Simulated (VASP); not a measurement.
# La (P6_3/mmc) in VASP: electric field gradients with PBEsol

Aim: the electric field gradients of La with PBEsol.

Everything below comes from runs of VASP 6.6.1. Logs are shortened: lines on timing, memory, paths and dates and some standing lists are left out, and cuts for length are marked.

### Step 1. The structure

The structure is hexagonal, space group P6_3/mmc (No. 194). The conventional cell has a = 3.750 Å, b = 3.750 Å, c = 6.070 Å, α = 90.00°, β = 90.00°, γ = 120.00°. La (site symmetry -6m2) has 12 La at 3.73 to 3.75 Å as nearest neighbours.

This isn't the form of La at room conditions, which is double hcp.

### Step 2. Electric field gradients, PBEsol

File INCAR:

```
PREC = Accurate
ENCUT = 520
EDIFF = 1E-7
ISMEAR = -1
SIGMA = 0.05
LREAL = False
LASPH = True
NELM = 80
ALGO = Fast
ISIF = 2
LWAVE = False
LCHARG = False
GGA = PS
LEFG = True
```

File KPOINTS:

```
Automatic mesh
0
Gamma
  10 10 6
```

File POSCAR:

```
La
1.0
    3.7500000000      0.0000000000      0.0000000000
   -1.8750000000      3.2475952642      0.0000000000
    0.0000000000      0.0000000000      6.0700000000
La
2
Direct
    0.3333333333      0.6666666667      0.2500000000
    0.6666666667      0.3333333333      0.7500000000
```

Potentials or basis: VASP PAW PBE potentials, release 64 (La).

The run is started by

```
cat potpaw_PBE.64/La/POTCAR > POTCAR
mpirun -np 1 vasp_std > vasp.out
```

OUTCAR:

```text
PREC = Accurate
   ENCUT = 520
   EDIFF = 1E-7
   ISMEAR = -1
   LREAL = False
   LASPH = True
   NELM = 80
   ISIF = 2
   GGA = PS

 ion  position               nearest neighbor table
   1  0.333  0.667  0.250-
   2  0.667  0.333  0.750-

  LATTYP: Found a hexagonal cell.
 ALAT       =     3.7500000000
 C/A-ratio  =     1.6186666667

  Lattice vectors:

 A1 = (   3.7500000000,   0.0000000000,   0.0000000000)
 A2 = (  -1.8750000000,   3.2475952642,   0.0000000000)
 A3 = (   0.0000000000,   0.0000000000,   6.0700000000)

Analysis of symmetry for initial positions (statically):
=====================================================================
 Subroutine PRICEL returns:
 Original cell was already a primitive cell.

 Routine SETGRP: Setting up the symmetry group for a
 hexagonal supercell.

 Subroutine GETGRP returns: Found 24 space group operations
 (whereof 12 operations were pure point group operations)
 out of a pool of 24 trial point group operations.

The static configuration has the point symmetry D_3d.
 The point group associated with its full space group is D_6h.

Analysis of symmetry for dynamics (positions and initial velocities):
=====================================================================
 Subroutine PRICEL returns:
 Original cell was already a primitive cell.

 Routine SETGRP: Setting up the symmetry group for a
 hexagonal supercell.

 Subroutine GETGRP returns: Found 24 space group operations
 (whereof 12 operations were pure point group operations)
 out of a pool of 24 trial point group operations.

The dynamic configuration has the point symmetry D_3d.
 The point group associated with its full space group is D_6h.

 Subroutine INISYM returns: Found 24 space group operations
 (whereof 12 operations are pure point group operations),
 and found     1 'primitive' translations

----------------------------------------------------------------------------------------

                                     Primitive cell

  volume of cell :      73.9234

  direct lattice vectors                    reciprocal lattice vectors
     3.750000000  0.000000000  0.000000000     0.266666667  0.153960072  0.000000000
    -1.875000000  3.247595264  0.000000000     0.000000000  0.307920144  0.000000000
     0.000000000  0.000000000  6.070000000     0.000000000  0.000000000  0.164744646

  length of vectors
     3.750000000  3.750000000  6.070000000     0.307920144  0.307920144  0.164744646

  position of ions in fractional coordinates (direct lattice)
     0.333333333  0.666666667  0.250000000
     0.666666667  0.333333333  0.750000000

  ion indices of the primitive-cell ions
   primitive index   ion index
                 1           1
                 2           2

----------------------------------------------------------------------------------------

 KPOINTS: Automatic mesh

Automatic generation of k-mesh.
 Grid dimensions read from file:
 generate k-points for:   10   10    6

 Generating k-lattice:

  Cartesian coordinates                     Fractional coordinates (reciprocal lattice)
     0.026666667  0.015396007  0.000000000     0.100000000  0.000000000  0.000000000
     0.000000000  0.030792014  0.000000000     0.000000000  0.100000000  0.000000000
     0.000000000  0.000000000  0.027457441     0.000000000  0.000000000  0.166666667

  Length of vectors
     0.030792014  0.030792014  0.027457441

  Shift w.r.t. Gamma in fractional coordinates (k-lattice)
     0.000000000  0.000000000  0.000000000

 Subroutine IBZKPT returns following result:
 ===========================================

 Found     56 irreducible k-points:

 Following reciprocal coordinates:
            Coordinates               Weight
  0.000000  0.000000  0.000000      1.000000
[... 33 lines left out ...]
   PREC   = accura    normal or accurate (medium, high low for compatibility)
   ISTART =      0    job   : 0-new  1-cont  2-samecut
   ICHARG =      2    charge: 1-file 2-atom 10-const
   ISPIN  =      1    spin polarized calculation?
   LNONCOLLINEAR =      F non collinear calculations
   LSORBIT =      F    spin-orbit coupling
   LASPH  =      T    aspherical Exc in radial PAW
   ENCUT  =  520.0 eV  38.22 Ry    6.18 a.u.   6.97  6.97 11.29*2*pi/ulx,y,z
   NELM   =     80;   NELMIN=  2; NELMDL= -5     # of ELM steps
   EDIFF  = 0.1E-06   stopping-criterion for ELM
   LREAL  =      F    real-space projection
   EDIFFG = 0.1E-05   stopping-criterion for IOM
   NSW    =      0    number of steps for IOM
   IBRION =     -1    ionic relax: 0-MD 1-quasi-New 2-CG
   NFREE  =      0    steps in history (QN), initial steepest desc. (CG)
   ISIF   =      2    stress and relaxation
   ISYM   =      2    0-nonsym 1-usesym 2-fastsym
   POTIM  = 0.5000    time-step for ionic-motion
   TEBEG  =    0.0;   TEEND  =   0.0 temperature during run
   PSTRESS=    0.0 pullay stress
   NELECT =      22.0000    total number of electrons
   NUPDOWN=      -1.0000    fix difference up-down
   EMIN   =  10.00;   EMAX   =-10.00  energy-range for DOS
   EFERMI =   0.00;   METHOD = LEGACY
   ISMEAR =    -1;   SIGMA  =   0.05  broadening in eV -4-tet -1-fermi 0-gaus
   EFERMI_NEDOS =   21; number of points for ismear=-14 and -15
   IALGO  =     68    algorithm
   IMIX   =      4    mixing-type and parameters
     AMIX     =   0.40;   BMIX     =  1.00
     AMIX_MAG =   1.60;   BMIX_MAG =  1.00
  volume/ion in A,a.u.               =      36.96       249.43
  Fermi-wavevector in a.u.,A,eV,Ry     =   1.093004  2.065478 16.254307  1.194658
  Thomas-Fermi vector in A             =   2.229281
   LORBIT       =      0    0 simple, 1 ext, 2 COOP (PROOUT), +10 PAW based schemes
   GGA     = PS    functional components
   LHFCALC =     F    Hartree Fock is set to
   AEXX    =    0.0000 exact exchange contribution
   IVDW    =     0    specifies the selected vdW correction
   LEPSILON=     F    determine dielectric tensor
   LRPA    =     F    only Hartree local field effects (RPA)
 non-spin polarized calculation
 RMM-DIIS sequential band-by-band and
  energy-cutoff  :      520.00
  volume of cell :       73.92
 maximum number of plane-waves:      2007
 NGX is ok and might be reduce to    28
   NGX = 13   NGY = 13   NGZ = 23

 number of electron      21.9999996 magnetization

 Free energy of the ion-electron system (eV)
  ---------------------------------------------------
  ext. energy  EPLUGINS =         0.00000000
  ---------------------------------------------------
  free energy    TOTEN  =       -10.61311203 eV

  energy without entropy =      -10.58166965  energy(sigma->0) =      -10.59739084

 E-fermi :   7.7658     XC(G=0):  -9.7027

 val. band max:        7.7651856928   @ k =   0.2000   0.1000   0.0000
 cond. band min:       7.7983589198   @ k =   0.3000   0.3000   0.3333
 fundamental gap:      0.0331732270
 Fermi energy:         7.7658393167

 k-point     1 :       0.0000    0.0000    0.0000
  band No.  band energies     occupation
      1     -25.0595      2.00000
      2     -24.8522      2.00000
      3      -9.4034      2.00000
      4      -8.1820      2.00000
      5      -8.1820      2.00000
      6      -7.9922      2.00000
      7      -7.9922      2.00000
      8      -7.9576      2.00000
      9       4.5274      2.00000
     10       5.9810      2.00000
     11       8.8732      0.00000
     12       9.0967      0.00000
     13       9.0967      0.00000
     14       9.3729      0.00000
[... 401 lines left out ...]
      2     -24.7973      2.00000
      3      -9.2662      2.00000
      4      -9.0585      2.00000
      5      -8.6978      2.00000
      6      -8.5188      2.00000
      7      -8.3108      2.00000
      8      -8.2259      2.00000
      9       6.2401      2.00000
     10       6.5053      2.00000
     11       7.3722      1.99924
     12       8.0155      0.01348
     13       8.6703      0.00000
     14       9.4822      0.00000
     15       9.6293      0.00000

 [... further k-points ...]

------------------------ aborting loop because EDIFF is reached ----------------------------------------

  FORCE on cell =-STRESS in cart. coord.  units (eV):
  Direction    XX          YY          ZZ          XY          YZ          ZX
  --------------------------------------------------------------------------------------
  -------------------------------------------------------------------------------------
  Total       -0.8110066     -0.8110066     -0.7866837      0.0000000      0.0000000      0.0000000
  in kB      -17.5773393    -17.5773393    -17.0501773      0.0000000      0.0000000      0.0000000
  external PRESSURE =     -17.4016186 kB  Pullay stress =       0.0000000 kB

 VOLUME and BASIS-vectors are now :
 -----------------------------------------------------------------------------
  energy-cutoff  :      520.00
  volume of cell :       73.92
      direct lattice vectors                 reciprocal lattice vectors
     3.750000000  0.000000000  0.000000000     0.266666667  0.153960072  0.000000000
    -1.875000000  3.247595264  0.000000000     0.000000000  0.307920144  0.000000000
     0.000000000  0.000000000  6.070000000     0.000000000  0.000000000  0.164744646

 POSITION                                       TOTAL-FORCE (eV/Angst)
 -----------------------------------------------------------------------------------
     -0.00000      2.16506      1.51750         0.000000      0.000000      0.000000
      1.87500      1.08253      4.55250        -0.000000     -0.000000      0.000000
 -----------------------------------------------------------------------------------
    total drift:                                0.000000     -0.000000      0.000000

  FREE ENERGIE OF THE ION-ELECTRON SYSTEM (eV)
  ---------------------------------------------------
  free  energy   TOTEN  =       -10.6131120343 eV

  energy  without entropy=      -10.5816696521  energy(sigma->0) =      -10.59739084

 Electric field gradients (V/A^2)
---------------------------------------------------------------------
 ion       V_xx      V_yy      V_zz      V_xy      V_xz      V_yz
---------------------------------------------------------------------
   1      -2.847    -2.846     5.693     0.000    -0.000     0.000
   2      -2.847    -2.846     5.693     0.000     0.000    -0.000
---------------------------------------------------------------------

 Electric field gradients after diagonalization (V/A^2)
 (convention: |V_zz| > |V_xx| > |V_yy|)
----------------------------------------------------------------------
 ion       V_xx      V_yy      V_zz     asymmetry (V_yy - V_xx)/ V_zz
----------------------------------------------------------------------
   1      -2.847    -2.846     5.693       0.000
   2      -2.847    -2.846     5.693       0.000
----------------------------------------------------------------------

           NMR quadrupolar parameters

 Cq : quadrupolar parameter    Cq=e*Q*V_zz/h
 eta: asymmetry parameters     (V_yy - V_xx)/ V_zz
 Q  : nuclear electric quadrupole moment in mb (millibarn)
----------------------------------------------------------------------
 ion       Cq(MHz)       eta       Q (mb)
----------------------------------------------------------------------
   1       0.014       0.000       1.000
   2       0.014       0.000       1.000
----------------------------------------------------------------------
```

Wall time 2.5 min (1 thread of Intel Xeon 6975P-C (Granite Rapids), shared host); peak memory 0.24 GiB.

What came out:

```yaml
Free_energy: -10.6131 eV
Pressure: -1.7 GPa
Band_gap_on_the_k_mesh: none (metal or under the smearing width)
```

Electric field gradients, principal values (V/Å²):
| atom | Vxx | Vyy | Vzz |
| --- | --- | --- | --- |
| 1 La | -2.846 | -2.847 | 5.693 |
| 2 La | -2.846 | -2.847 | 5.693 |

Caveat: the PAW data sets were made with another functional, which shifts forces and pressure a little. Spin-orbit coupling is left out, which matters for the levels of La.
